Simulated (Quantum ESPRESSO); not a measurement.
The system is LiF (Griceite).

```
CELL_PARAMETERS angstrom
0.00000 2.01400 2.01400
2.01400 0.00000 2.01400
2.01400 2.01400 0.00000
ATOMIC_POSITIONS crystal
F 0.50000 0.50000 0.50000
Li 0.00000 0.00000 0.00000
```

Base run:

```yaml
Program: Quantum ESPRESSO 7.5
Functional: WC
Potentials_or_basis: GBRV 1.5 PBE
Cutoff: 612 eV
Density_cutoff: 4898 eV
k_mesh: 8 × 8 × 8, shifted
Occupations: fermi-dirac, width 0.05 eV
Spin: no spin polarisation
```

Its results: pressure -0.6 GPa; electronic dielectric tensor (diagonal) 2.07.

**Question.** After a change of settings the same cell gave: pressure 2.0 GPa; electronic dielectric tensor (diagonal) 2.05. Which change was it?
A. functional from WC to BLYP
B. functional from WC to PBE
C. functional from WC to LDA; potentials or basis from GBRV 1.5 PBE to GBRV 1.5 LDA
D. functional from WC to AM05

**Answer.** B.

PBE binds less tightly than WC, so the same cell stands under more pressure.

Caveats: the potentials were made for another functional, which shifts forces and pressure (some runs).

Not every run made on this cell is shown here.
